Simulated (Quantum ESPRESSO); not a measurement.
# MnO2 (P-3m1) in Quantum ESPRESSO: phonons with LDA

Aim: the phonons of MnO2 with LDA.

All numbers are computed with Quantum ESPRESSO 7.5; they aren't measurements. Logs are shortened: lines on timing, memory, paths and dates and some standing lists are left out, and cuts for length are marked.

## Step 1: Starting point

It takes space group P-3m1 (No. 164, trigonal). The conventional cell has a = 2.857 Å, b = 2.857 Å, c = 4.601 Å, α = 90.00°, β = 90.00°, γ = 120.00°. Mn (site symmetry -3m) is surrounded by 6 O at 1.90 Å. O (site symmetry 3m) is surrounded by 3 Mn at 1.90 Å.

Measurements of this composition are mostly on another form, of space group No. 136.

## Step 2: Phonons, LDA, collinear spin, ferromagnetic start

pw.in reads:

```
&CONTROL
  calculation = 'scf'
  prefix = 'pwscf'
  outdir = './tmp'
  pseudo_dir = './pseudo'
  tprnfor = .true.
  tstress = .true.
  disk_io = 'low'
/
&SYSTEM
  ibrav = 0
  celldm(1) = 8
  nat = 3
  ntyp = 2
  ecutwfc = 45
  ecutrho = 360
  nbnd = 24
  occupations = 'smearing'
  smearing = 'fd'
  degauss = 0.00367493
  nspin = 2
  starting_magnetization(1) = 0.2667
  starting_magnetization(2) = 0
/
&ELECTRONS
  conv_thr = 6d-10
  electron_maxstep = 120
  mixing_beta = 0.3
/
ATOMIC_SPECIES
Mn    54.9380 mn_lda_v1.5.uspp.F.UPF
O     15.9990 o_lda_v1.2.uspp.F.UPF
CELL_PARAMETERS alat
  0.6747688018172   0.0000000000000   0.0000000000000
 -0.3373844009086   0.5843669240732   0.0000000000000
  0.0000000000000   0.0000000000000   1.0869170960348
ATOMIC_POSITIONS crystal
Mn     0.0000000000    0.0000000000    0.5000000000
O      0.3333333333    0.6666666667    0.7062925700
O      0.6666666667    0.3333333333    0.2937074300
K_POINTS automatic
8 8 4 0 0 1
```

relax.in reads:

```
&CONTROL
  calculation = 'vc-relax'
  prefix = 'pwscf'
  outdir = './tmp'
  pseudo_dir = './pseudo'
  tprnfor = .true.
  tstress = .true.
  disk_io = 'low'
  nstep = 40
  forc_conv_thr = 0.0001
  etot_conv_thr = 1d-06
/
&SYSTEM
  ibrav = 0
  celldm(1) = 8
  nat = 3
  ntyp = 2
  ecutwfc = 45
  ecutrho = 360
  nbnd = 24
  occupations = 'smearing'
  smearing = 'fd'
  degauss = 0.00367493
  nspin = 2
  starting_magnetization(1) = 0.2667
  starting_magnetization(2) = 0
/
&ELECTRONS
  conv_thr = 6d-10
  electron_maxstep = 120
  mixing_beta = 0.3
/
&IONS
  ion_dynamics = 'bfgs'
/
&CELL
  cell_dynamics = 'bfgs'
  press = 0
  press_conv_thr = 0.2
/
ATOMIC_SPECIES
Mn    54.9380 mn_lda_v1.5.uspp.F.UPF
O     15.9990 o_lda_v1.2.uspp.F.UPF
CELL_PARAMETERS alat
  0.6747688018278  -0.0000000000000   0.0000000000000
 -0.3373844009139   0.5843669240640   0.0000000000000
  0.0000000000000   0.0000000000000   1.0869170960348
ATOMIC_POSITIONS crystal
Mn     0.0000000000    0.0000000000    0.5000000000
O      0.3333333333    0.6666666667    0.7062925700
O      0.6666666667    0.3333333333    0.2937074300
K_POINTS automatic
8 8 4 0 0 1
```

gamma.in reads:

```
&CONTROL
  calculation = 'bands'
  prefix = 'pwscf'
  outdir = './tmp'
  pseudo_dir = './pseudo'
  disk_io = 'low'
  verbosity = 'high'
/
&SYSTEM
  ibrav = 0
  celldm(1) = 8
  nat = 3
  ntyp = 2
  ecutwfc = 45
  ecutrho = 360
  nbnd = 24
  occupations = 'smearing'
  smearing = 'fd'
  degauss = 0.00367493
  nspin = 2
  starting_magnetization(1) = 0.2667
  starting_magnetization(2) = 0
/
&ELECTRONS
  conv_thr = 1d-08
  electron_maxstep = 120
  mixing_beta = 0.3
  diago_full_acc = .true.
  startingwfc = 'random'
/
ATOMIC_SPECIES
Mn    54.9380 mn_lda_v1.5.uspp.F.UPF
O     15.9990 o_lda_v1.2.uspp.F.UPF
CELL_PARAMETERS alat
  0.6654336022360  -0.0000000000000   0.0000000000000
 -0.3327168011180   0.5762824040682   0.0000000000000
  0.0000000000000   0.0000000000000   1.0256899009290
ATOMIC_POSITIONS crystal
Mn     0.0000000000    0.0000000000    0.5000000000
O      0.3333333333    0.6666666667    0.7168643323
O      0.6666666667    0.3333333333    0.2831356677
K_POINTS crystal
1
0.0 0.0 0.0 1
```

scf2.in reads:

```
&CONTROL
  calculation = 'scf'
  prefix = 'pwscf'
  outdir = './tmp'
  pseudo_dir = './pseudo'
  tprnfor = .true.
  tstress = .true.
  disk_io = 'low'
/
&SYSTEM
  ibrav = 0
  celldm(1) = 8
  nat = 3
  ntyp = 2
  ecutwfc = 45
  ecutrho = 360
  nbnd = 24
  occupations = 'fixed'
  nspin = 2
  starting_magnetization(1) = 0.2667
  starting_magnetization(2) = 0
  tot_magnetization = 3
/
&ELECTRONS
  conv_thr = 1d-13
  electron_maxstep = 120
  mixing_beta = 0.3
  startingpot = 'file'
/
ATOMIC_SPECIES
Mn    54.9380 mn_lda_v1.5.uspp.F.UPF
O     15.9990 o_lda_v1.2.uspp.F.UPF
CELL_PARAMETERS alat
  0.6654336022360  -0.0000000000000   0.0000000000000
 -0.3327168011180   0.5762824040682   0.0000000000000
  0.0000000000000   0.0000000000000   1.0256899009290
ATOMIC_POSITIONS crystal
Mn     0.0000000000    0.0000000000    0.5000000000
O      0.3333333333    0.6666666667    0.7168643323
O      0.6666666667    0.3333333333    0.2831356677
K_POINTS automatic
8 8 4 0 0 1
```

ph.in reads:

```
phonons of MnO2
&INPUTPH
  prefix = 'pwscf'
  outdir = './tmp'
  tr2_ph = 1d-18
  fildyn = 'dyn'
  niter_ph = 90
  alpha_mix(1) = 0.7
  epsil = .true.
/
0.0000000000 0.0000000000 0.0000000000
```

dynmat.in reads:

```
&INPUT
  fildyn = 'dyn'
  asr = 'crystal'
  lperm = .true.
  filout = 'dynmat.disp'
  fileig = 'dynmat.eig'
/
```

dynmat_lo.in reads:

```
&INPUT
  fildyn = 'dyn'
  asr = 'crystal'
  filout = 'dynmat_lo.disp'
  fileig = 'dynmat_lo.eig'
  q(1) = 0
  q(2) = 0
  q(3) = 1
/
```

Potentials or basis: GBRV 1.5 LDA.

On the command line:

```bash
$ OMP_NUM_THREADS=1 pw.x -in pw.in > pw.out
$ OMP_NUM_THREADS=1 pw.x -in relax.in > relax.out
$ OMP_NUM_THREADS=1 pw.x -in gamma.in > gamma.out
$ OMP_NUM_THREADS=1 pw.x -in scf2.in > scf2.out
$ OMP_NUM_THREADS=1 ph.x -in ph.in > ph.out
$ OMP_NUM_THREADS=1 dynmat.x -in dynmat.in > dynmat.out
$ OMP_NUM_THREADS=1 dynmat.x -in dynmat_lo.in > dynmat_lo.out
```

pw.out:

```text
This program is part of the open-source Quantum ESPRESSO suite
     for quantum simulation of materials; please cite
[... 9 lines left out ...]
     --------------------
     sticks:   dense  smooth     PW     G-vecs:    dense   smooth      PW
     Sum         733     361    121                25301     8989    1557

     Using Slab Decomposition

     bravais-lattice index     =            0
     lattice parameter (alat)  =       8.0000  a.u.
     unit-cell volume          =     219.4356 (a.u.)^3
     number of atoms/cell      =            3
     number of atomic types    =            2
     number of electrons       =        27.00
     number of Kohn-Sham states=           24
     kinetic-energy cutoff     =      45.0000  Ry
     charge density cutoff     =     360.0000  Ry
     scf convergence threshold =      6.0E-10
     mixing beta               =       0.3000
     number of iterations used =            8  plain     mixing
     Exchange-correlation= SLA  PZ   NOGX NOGC
                           (   1   1   0   0   0   0   0)

     celldm(1)=   8.000000  celldm(2)=   0.000000  celldm(3)=   0.000000
     celldm(4)=   0.000000  celldm(5)=   0.000000  celldm(6)=   0.000000

     crystal axes: (cart. coord. in units of alat)
               a(1) = (   0.674769   0.000000   0.000000 )
               a(2) = (  -0.337384   0.584367   0.000000 )
               a(3) = (   0.000000   0.000000   1.086917 )

     reciprocal axes: (cart. coord. in units 2 pi/alat)
               b(1) = (  1.481989  0.855627 -0.000000 )
               b(2) = (  0.000000  1.711254  0.000000 )
               b(3) = (  0.000000 -0.000000  0.920033 )

     PseudoPot. # 1 for Mn read from file:
     mn_lda_v1.5.uspp.F.UPF
     Pseudo is Ultrasoft + core correction, Zval = 15.0
     Generated by new atomic code, or converted to UPF format
     Using radial grid of  859 points,  6 beta functions with:
                l(1) =   0
                l(2) =   0
                l(3) =   1
                l(4) =   1
                l(5) =   2
                l(6) =   2
     Q(r) pseudized with  8 coefficients,  rinner =    0.950   0.950   0.950
                                                       0.950   0.950

     PseudoPot. # 2 for O  read from file:
     o_lda_v1.2.uspp.F.UPF
     Pseudo is Ultrasoft + core correction, Zval =  6.0
     Generated by new atomic code, or converted to UPF format
     Using radial grid of  737 points,  5 beta functions with:
                l(1) =   0
                l(2) =   0
                l(3) =   1
                l(4) =   1
                l(5) =   2
     Q(r) pseudized with  8 coefficients,  rinner =    0.900   0.900   0.900
                                                       0.900   0.900

     atomic species   valence    mass     pseudopotential
     Mn               15.00    54.93800     Mn( 1.00)
     O                 6.00    15.99900     O ( 1.00)

     Starting magnetic structure
     atomic species   magnetization
     Mn              0.267
     O               0.000

     12 Sym. Ops., with inversion, found

   Cartesian axes

     site n.     atom                  positions (alat units)
         1        Mn     tau(   1) = (   0.0000000   0.0000000   0.5434585  )
         2        O      tau(   2) = (  -0.0000000   0.3895779   0.7676815  )
         3        O      tau(   3) = (   0.3373844   0.1947890   0.3192356  )

     number of k points=    30  Fermi-Dirac smearing, width (Ry)=  0.0037
                       cart. coord. in units 2pi/alat
        k(    1) = (   0.0000000   0.0000000   0.1150042), wk =   0.0078125
        k(    2) = (   0.0000000   0.0000000   0.3450125), wk =   0.0078125
        k(    3) = (   0.0000000   0.2139067   0.1150042), wk =   0.0234375
        k(    4) = (   0.0000000   0.2139067   0.3450125), wk =   0.0234375
        k(    5) = (   0.0000000   0.4278134   0.1150042), wk =   0.0234375
        k(    6) = (   0.0000000   0.4278134   0.3450125), wk =   0.0234375
[... 22 lines left out ...]
        k(   29) = (  -0.1852486   0.7486734  -0.1150042), wk =   0.0468750
        k(   30) = (  -0.1852486   0.7486734  -0.3450125), wk =   0.0468750

     Dense  grid:    25301 G-vectors     FFT dimensions: (  36,  36,  54)

     Smooth grid:     8989 G-vectors     FFT dimensions: (  24,  24,  40)

     Check: negative core charge=   -0.000013
     Generating pointlists ...
     new r_m :   0.1854 (alat units)  1.4833 (a.u.) for type    1
     new r_m :   0.1854 (alat units)  1.4833 (a.u.) for type    2

     Initial potential from superposition of free atoms

     starting charge      26.4999, renormalised to      27.0000
     Starting wfcs are   21 randomized atomic wfcs +    3 random wfcs

     Self-consistent Calculation

     iteration #  1     ecut=    45.00 Ry     beta= 0.30
     Davidson diagonalization with overlap
     ethr =  1.00E-02,  avg # of iterations =  4.7

     total energy              =    -275.21193341 Ry
     estimated scf accuracy    <       2.26999455 Ry

     total magnetization       =     3.00 Bohr mag/cell
     absolute magnetization    =     3.04 Bohr mag/cell
[... 118 lines left out ...]
     total magnetization       =     3.00 Bohr mag/cell
     absolute magnetization    =     3.03 Bohr mag/cell

     iteration # 14     ecut=    45.00 Ry     beta= 0.30
     Davidson diagonalization with overlap
     ethr =  2.63E-12,  avg # of iterations =  2.0

     Magnetic moment per site  (integrated on atomic sphere of radius R)
     atom   1 (R=0.185)  charge= 11.7438  magn=  2.4869
     atom   2 (R=0.185)  charge=  5.2107  magn=  0.0548
     atom   3 (R=0.185)  charge=  5.2107  magn=  0.0548

     End of self-consistent calculation

 ------ SPIN UP ------------

          k = 0.0000 0.0000 0.1150 (  1093 PWs)   bands (ev):

   -73.3224 -42.3453 -42.3453 -42.3232 -11.8738  -9.5013   1.2726   1.5020
     1.5020   5.3274   5.3274   6.0326   6.0326   6.0717   7.4186  10.3343
    10.3343  14.6409  17.6493  21.8235  26.8367  26.8367  29.2885  30.7953

          k = 0.0000 0.0000 0.3450 (  1128 PWs)   bands (ev):

   -73.3224 -42.3454 -42.3454 -42.3235 -11.7849  -9.6539   1.5103   1.5103
     1.7959   5.1322   5.3233   5.3233   6.0014   6.0014   7.6237  10.3712
    10.3712  15.8865  17.2658  20.9278  26.9429  26.9429  28.4654  29.9570
[... 163 lines left out ...]
          k =-0.1852 0.7487-0.3450 (  1117 PWs)   bands (ev):

   -73.3026 -42.5014 -42.3977 -42.2949 -10.2129  -9.9776   0.7823   1.8785
     2.9350   3.5863   3.9370   5.2188   5.9989   6.2846   6.8501   9.6301
     9.9157  18.4068  21.0542  21.2234  23.0078  24.1182  25.3044  27.6393

 ------ SPIN DOWN ----------

          k = 0.0000 0.0000 0.1150 (  1093 PWs)   bands (ev):

   -70.1386 -39.3158 -39.3158 -39.1631 -11.6725  -9.3443   2.0235   2.4616
     2.4616   6.1628   6.1628   6.2905   8.1250   8.1250   9.7908  11.8665
    11.8665  14.9586  18.1046  22.1626  27.4757  27.4757  29.7167  31.5869

          k = 0.0000 0.0000 0.3450 (  1128 PWs)   bands (ev):

   -70.1386 -39.3159 -39.3159 -39.1634 -11.5818  -9.4966   2.4731   2.4731
     2.6647   5.3227   6.1308   6.1308   8.1190   8.1190   9.8923  11.9032
    11.9032  16.2154  17.7113  21.2516  27.6175  27.6175  29.0484  30.6714
[... 163 lines left out ...]
          k =-0.1852 0.7487-0.3450 (  1117 PWs)   bands (ev):

   -70.1157 -39.5028 -39.3777 -39.1269 -10.0204  -9.7936   1.4256   2.4843
     3.5599   4.1706   4.6633   5.6113   8.6222   8.9721   9.2381  11.3351
    11.5500  18.6684  21.4134  21.5594  23.5645  24.7617  25.7018  28.2995

     the Fermi energy is     7.9056 ev

!    total energy              =    -275.82086726 Ry
     estimated scf accuracy    <          2.5E-10 Ry
     smearing contrib. (-TS)   =      -0.00001770 Ry
     internal energy E=F+TS    =    -275.82084955 Ry

     The total energy is F=E-TS. E is the sum of the following terms:
     one-electron contribution =    -192.63821304 Ry
     hartree contribution      =     107.16033817 Ry
     xc contribution           =     -40.44322087 Ry
     ewald contribution        =    -149.89975381 Ry

     total magnetization       =     3.00 Bohr mag/cell
     absolute magnetization    =     3.03 Bohr mag/cell

     convergence has been achieved in  14 iterations

     Forces acting on atoms (cartesian axes, Ry/au):

     atom    1 type  1   force =     0.00000000    0.00000000    0.00000000
     atom    2 type  2   force =     0.00000000    0.00000000   -0.01854705
     atom    3 type  2   force =    -0.00000000   -0.00000000    0.01854705

     Total force =     0.026229     Total SCF correction =     0.000038

     Computing stress (Cartesian axis) and pressure

          total   stress  (Ry/bohr**3)                   (kbar)     P=      -81.29
  -0.00062974   0.00000000   0.00000000          -92.64        0.00        0.00
  -0.00000000  -0.00062974   0.00000000           -0.00      -92.64        0.00
   0.00000000   0.00000000  -0.00039840            0.00        0.00      -58.61

=------------------------------------------------------------------------------=
   JOB DONE.
=------------------------------------------------------------------------------=
```

It took 17 min on 1 thread of AMD EPYC 7R43 (Zen 3), shared host; peak memory 0.17 GiB.

Results:

| Item | Value |
| --- | --- |
| Free energy | -3752.7680 eV |
| Relaxed volume | 9.95 Å³/atom |
| Relaxed cell | a = 2.817 Å, b = 2.817 Å, c = 4.342 Å, α = 90.00°, β = 90.00°, γ = 120.00° |
| Space group after relaxing (to 0.05 Å) | P-3m1 (No. 164) |
| Pressure after relaxing | 0.1 GPa |
| Largest force after relaxing | 0.004 eV/Å |
| Net moment | 3.00 μB per cell |
| Absolute moment | 3.01 μB per cell |
| Site moments | Mn +2.43; O +0.07 μB |
| Valence electrons inside the program's atomic spheres | Mn 11.74; O 5.21 |
| Electronic dielectric tensor (diagonal) | 10.88, 10.88, 3.81 |
| Born charges (mean of the diagonal) | Mn +4.51; O -2.26 e |
| Highest phonon frequency at Γ, LO-TO splitting left out | 605 cm⁻¹ |
| Static dielectric tensor (diagonal) | 26.58, 26.58, 4.22 |

Forces in eV/Å, atoms in the order of the input:
```
Mn   0.000  0.000  0.000
O    0.000  0.000  0.004
O    0.000  0.000 -0.004
```

Step by step:
```
step  energy change (eV)  largest force (eV/Å)  pressure (GPa)  volume (Å³)
   1              0.0000                0.4769           -8.13        32.52
   2             -0.0278                0.3393            2.47        31.19
   3             -0.0318                0.0925           -0.45        31.46
   4             -0.0323                0.0718           -0.42        31.41
   5             -0.0330                0.0492           -0.38        31.31
   6             -0.0340                0.0243           -0.27        31.16
   7             -0.0351                0.0032           -0.15        30.94
   8             -0.0363                0.0309            0.01        30.65
   9             -0.0377                0.0567            0.20        30.25
  10             -0.0387                0.0718            0.39        29.76
  11             -0.0393                0.0585            0.19        29.75
  12             -0.0399                0.0092           -0.05        29.85
  13             -0.0399                0.0005            0.00        29.84
```

Final structure:
```xyz
3
Lattice="2.8171 0.0000 0.0000 -1.4085 2.4396 0.0000 0.0000 0.0000 4.3422" Properties=species:S:1:pos:R:3 pbc="T T T"
Mn    0.0000    0.0000    2.1711
O     0.0000    1.6264    3.1127
O     1.4085    0.8132    1.2294
```

Levels at points of the mesh, in eV from the valence-band top:
Spin up:
```tsv
k point	band 13	band 14	band 15	band 16	band 17	band 18
(0.00, 0.00, 0.12)	-1.84	-1.70	-0.31	2.68	2.68	7.36
```
Spin down:
```
           k point  band 8  band 9  band 10  band 11  band 12  band 13  band 14  band 15  band 16  band 17
(0.00, 0.00, 0.12)   -5.57   -5.57    -1.67    -1.67    -1.41     0.27     0.27     2.04     4.21     4.21
```

Phonon frequencies in cm⁻¹ (negative: imaginary):
```
              q point                          frequencies
(0.000, 0.000, 0.000)  -10 -10 -10 439 439 529 529 602 605
```

Electronic dielectric tensor:
```
10.88  0.00  0.00
 0.00 10.88  0.00
 0.00  0.00  3.81
```

Born effective charge tensors (e):
atom 1, Mn
```
6.09 0.00 0.00
0.00 6.09 0.00
0.00 0.00 1.35
```
atom 2, O
```
-3.06  0.00  0.00
 0.00 -3.06  0.00
 0.00  0.00 -0.68
```
atom 3, O
```
-3.06  0.00  0.00
 0.00 -3.06  0.00
 0.00  0.00 -0.68
```

Optical modes at Γ, degenerate ones joined, polar ones without the macroscopic field:
| cm⁻¹ | components | symmetry | active in | IR intensity, summed ((D/Å)²/amu) |
| --- | --- | --- | --- | --- |
| 439 | 2 | Eu | IR | 84.85 |
| 529 | 2 | Eg | Raman | 0.00 |
| 602 | 1 | A1g | Raman | 0.00 |
| 605 | 1 | A2u | IR | 2.09 |

Zone-centre frequencies without and with the macroscopic field along z (cm⁻¹):
```
                optical modes in rising order
       without        439 439 529 529 602 605
with the field        439 439 529 529 602 637
```

Static dielectric tensor, electrons and zone-centre modes:
```
26.58  0.00  0.00
 0.00 26.58  0.00
 0.00  0.00  4.22
```

Caveat: the mesh is thin for the dielectric tensor, Born charges and intensities, which usually come out too large; the layers were relaxed without a dispersion term, so their spacing and the soft interlayer modes are unreliable; the gap on the mesh is small and may close between mesh points, in which case fixed occupations spoil the response; a cell with one magnetic atom can't hold antiferromagnetic order, which such compounds often take.
